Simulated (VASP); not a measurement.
Something may be wrong with this VASP 6.6.1 calculation of Rh.

Contents of run.py:

```python
from ase import Atoms
from ase.calculators.vasp import Vasp
from ase.dft.bandgap import bandgap

atoms = Atoms(
    ['Rh'],
    cell=[[0.09023, 3.50663, 3.62928], [3.69542, -0.0013, 3.72081], [3.61764, 3.52039, 0.07648]],
    scaled_positions=[[0.0, 0.0, 0.0]],
    pbc=True,
)
calc = Vasp(
    directory='calc',
    xc='pbe',
    pp='PBE',
    setups='recommended',
    pp_version='54',
    prec='Accurate',
    encut=520,
    ediff=1e-07,
    ismear=0,
    sigma=0.1,
    lreal=False,
    lasph=True,
    nelm=64,
    algo='Normal',
    isif=2,
    lwave=False,
    lcharg=True,
    lnoncollinear=True,
    magmom=[[0.0, 0.0, 0.0]],
    lorbit=11,
    lsorbit=True,
    gga_compat=False,
    lmaxmix=4,
    ldautype=2,
    ldauprint=1,
    ldau_luj={'Rh': {'L': 2, 'U': 1, 'J': 0.5}},
    kpts=[4, 4, 4],
    gamma=True,
)
atoms.calc = calc

print('energy (eV):', atoms.get_potential_energy())
print('free energy (eV):', atoms.get_potential_energy(force_consistent=True))
efermi = calc.get_fermi_level()
print('Fermi level (eV):', efermi)
path = atoms.cell.bandpath(npoints=40, eps=1e-4)
print('path:', path.path)
calc.set(kpts=path.kpts, reciprocal=True, icharg=11, isym=0, lcharg=False)
calc.calculate(atoms)
print('gap on the path (eV):', bandgap(calc, efermi=efermi)[0])
print('direct gap on the path (eV):', bandgap(calc, efermi=efermi, direct=True)[0])
```

Potentials or basis: VASP PAW PBE potentials, release 54 (Rh_pv).

The run is started by

```console
$ python run.py
```

Output:

```text
Traceback (most recent call last):
  ...
TypeError: unsupported format string passed to numpy.ndarray.__format__
```

How did it end, and where is the flaw?

The input was rejected before any iteration. The input holds a flaw that was put in on purpose: cell typed in bohr.
